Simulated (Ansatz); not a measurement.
**Au under changes of volume**

One of the cells (18.207 Å³/atom); the others are scaled copies at fixed shape and fractional positions:

```
Au
1.0
    -1.65727    1.65727    1.65727
     1.65727   -1.65727    1.65727
     1.65727    1.65727   -1.65727
Au
1
Direct
  0.00000 0.00000 0.00000
```

This isn't the form of Au at room conditions, which is fcc.

- Program: Ansatz 0.2.0
- Functional: LDA
- Potentials or basis: Ansatz PAW
- Cutoff: 420 eV (not typed: the program's choice for these potentials)
- k mesh: 11 × 11 × 11
- Occupations: fermi-dirac, width 0.05 eV
- Spin: no spin polarisation

```tsv
volume (Å³/atom)	energy over the lowest point (meV/atom)	pressure (GPa)
17.115	0.00	-4.9
17.479	?	?
17.843	36.40	-10.7
18.207	63.47	-13.1
18.571	95.38	-15.0
18.935	131.48	-16.8
19.299	171.20	-18.2
```

**Question.** What does the run at 17.479 Å³/atom give?

**Answer.** Energy over the lowest point 14.94 meV/atom; pressure -8.0 GPa.

Worked out: A Birch-Murnaghan fit of order 3 (a polynomial in V^(-2/3)) to the other rows has its minimum at 16.61 Å³/atom, just outside them, with B0 = V·E''(V) = 182 GPa and B' = 5.4. It gives 14.96 meV/atom at 17.479 Å³/atom, against the run's 14.94, and -dE/dV = -8.1 GPa, against -8.0.

Energies are extrapolated to zero smearing.

Caveats: the PAW data sets come from PBE, with cores solved anew for the run's functional, which leaves a small shift of forces and pressure.
